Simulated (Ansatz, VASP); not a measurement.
ZnS in VASP and in Ansatz

The input INCAR:

```
SYSTEM = ZnS
PREC = Accurate ; ENCUT = 520
EDIFF = 1E-7 ; ISMEAR = 0
SIGMA = 0.05 ; LREAL = .FALSE.
LASPH = .TRUE. ; NELM = 60
ALGO = Fast ; ISIF = 2
LWAVE = .FALSE. ; LCHARG = .FALSE.
GGA = PS ; NBANDS = 16
```

File KPOINTS:

```
Automatic mesh
0
G
  12 12 12
  0 0 0
```

The input POSCAR:

```
ZnS
1.0
    0.0000000000      2.5838422900      2.5838422900
    2.5838422900      0.0000000000      2.5838422900
    2.5838422900      2.5838422900      0.0000000000
S Zn
1 1
Direct
    0.0000000000      0.0000000000      0.0000000000
    0.5000000000      0.5000000000      0.5000000000
```

Input for Ansatz:

```yaml
crystal:
  lattice:
    - [0.0, 2.58384229, 2.58384229]
    - [2.58384229, 0.0, 2.58384229]
    - [2.58384229, 2.58384229, 0.0]
  atoms:
    - { symbol: S, position: [0.0, 0.0, 0.0] }
    - { symbol: Zn, position: [0.5, 0.5, 0.5] }
basis:
  ecutwfc: 420
  ecutrho_ratio: 4
kpoints:
  mp_grid: { grid: [12, 12, 12] }
hamiltonian:
  xc: pbesol
scf:
  occupations: { method: gaussian, width: 0.05 }
output:
  forces: true
  stress: true
  eigenvalues: true
```

The cell was built by a generator and needn't be a form met in nature.

Alike in both runs: task single point; functional PBEsol; k mesh 12 × 12 × 12; occupations gaussian, width 0.05 eV; no spin polarisation.

|  | VASP | Ansatz |
| --- | --- | --- |
| version | VASP 6.6.1 | Ansatz 0.2.0 |
| potentials or method | VASP PAW PBE potentials, release 64 (S, Zn) | scalar-relativistic, plane waves, PAW |
| plane-wave cutoff (eV) | 520 | 420 |
| valence electrons in the cell | 18 | 18 |

VASP gave:

| Quantity | Value |
| --- | --- |
| gap on the k mesh at the Fermi level (eV) | none |
| pressure (GPa) | -7.0 |

What did Ansatz give for the same quantities?

gap on the k mesh at the Fermi level (eV): none; pressure (GPa): -7.2.

A gap of «none» marks a metal or a gap that the smearing closes. With one functional, cell and mesh, what is left measures potentials, basis and numerics.

Caveats: the PAW data sets were made with another functional, which shifts forces and pressure a little (VASP).
